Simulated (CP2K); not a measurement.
The system is BaTiO3.

```xyz
10
Lattice="3.9998 0.0000 0.0000 0.0000 4.0180 0.0000 0.0000 0.0000 7.9996" Properties=species:S:1:pos:R:3 pbc="T T T"
Ba    0.0058    0.0926    4.0605
Ba    3.9940    3.9254    7.9389
Ti    1.9212    2.2629    1.8863
Ti    2.0786    1.8998    6.1133
O     1.9751    3.8813    2.0651
O     2.0247    0.0081    5.9345
O     2.0303    2.0063    4.0593
O     1.9695    1.8911    7.9401
O     0.0609    1.9624    2.1690
O     3.9389    1.9350    5.8306
```

Base run:

| Property | Result |
| --- | --- |
| Program | CP2K 2026.2 |
| Functional | LDA |
| Potentials or basis | GTH_POTENTIALS Ba GTH-PADE-q10, Ti GTH-PADE-q12, O GTH-PADE-q6; DZVP-MOLOPT-SR-GTH basis |
| Density cutoff | 8163 eV |
| k mesh | 5 × 5 × 3 |
| Occupations | fermi-dirac, width 0.05 eV |
| Spin | no spin polarisation |
| Hubbard terms | Ti d U = 8.0 eV |

Its results: band gap on the k mesh 2.72 eV, indirect (least direct gap 3.00 eV); largest force 7.796 eV/Å.

Task: The run is repeated on the same cell with these changes: hubbard terms from Ti d U = 8.0 eV to Ti d U = 2.0 eV. What comes out?

Result: Band gap on the k mesh 2.14 eV, indirect (least direct gap 2.39 eV); largest force 6.970 eV/Å.

Caveats: this program's U acts on Mulliken populations of all basis functions of the shell, so it isn't the U of plane-wave codes; energies scatter by some meV and the pressure isn't listed; spin-orbit coupling is left out, which moves the levels of the heavy elements; an odd mesh through Γ misses points on the zone boundary, where band edges often lie; the basis of atomic orbitals isn't converged, which shifts pressures, moduli and gaps; forces of over 1 eV/Å show positions far from the minimum, so gaps and moduli don't describe the material at rest.
